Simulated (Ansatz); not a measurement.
Here is an Ansatz 0.2.0 calculation.

The input input.yaml:

```yaml
crystal:
  lattice:
    - [0.0, 2.9785, 2.9785]
    - [2.9785, 0.0, 2.9785]
    - [2.9785, 2.9785, 0.0]
  atoms:
    - { symbol: Eu, position: [0.0, 0.0, 0.0], spin: 7.0 }
    - { symbol: S, position: [0.5, 0.5, 0.5] }
hamiltonian:
  xc: pbe
  pseudopotentials: { kind: paw }
magnetization:
  spin_polarized: true
kpoints:
  mp_grid: { grid: [14, 14, 14] }
scf:
  occupations: { method: fermi_dirac, width: 0.05 }
output:
  forces: true
  stress: true
  eigenvalues: true
```

Potentials or basis: Ansatz PAW.

Run with:

```sh
$ ansatz run input.yaml --threads 2 --pin off --max-ram 5120MiB --backend cpu --events-out ev --progress --plain --runs-dir out
```

Problem. Estimate the absolute moment.

Solution. 7.12 μB per cell.

Problem. Estimate the site moments.

Solution. Eu +6.76; S -0.06 μB.

Problem. Estimate the band gap on the k mesh.

Solution. None (metal or under the smearing width).

Caveat: spin-orbit coupling is left out, which moves the levels of the heavy elements; a cell with one magnetic atom can't hold antiferromagnetic order, which such compounds often take; without U or exact exchange the open f shell lies at the Fermi level, which spoils levels, moments and volumes. The state reached can hang on the start; a lower one may exist.

**Experimental background.**

From “Crystal-field mediated electronic transitions of EuS up to 35 GPa”, 2022, pmc:8786971, for a powder of EuS at 300 K: band gap 1.72 eV (optical).

Measured gap of EuS: 1.72 eV (optical; 300 K; powder; “Crystal-field mediated electronic transitions of EuS up to 35 GPa”, 2022, pmc:8786971). This calculation gives 0.00 eV (-1.72 eV). So large a miss can be the level of theory's own, or it may mean another phase, state or a wrong row. Spin-orbit coupling on Eu is left out. The value is that of PBE on a finite k mesh, which can miss the band edges, without temperature or zero-point motion. Semilocal functionals fall short of measured gaps as a rule. The run's magnetic order (collinear spin, ferromagnetic start) needn't be the measured crystal's.
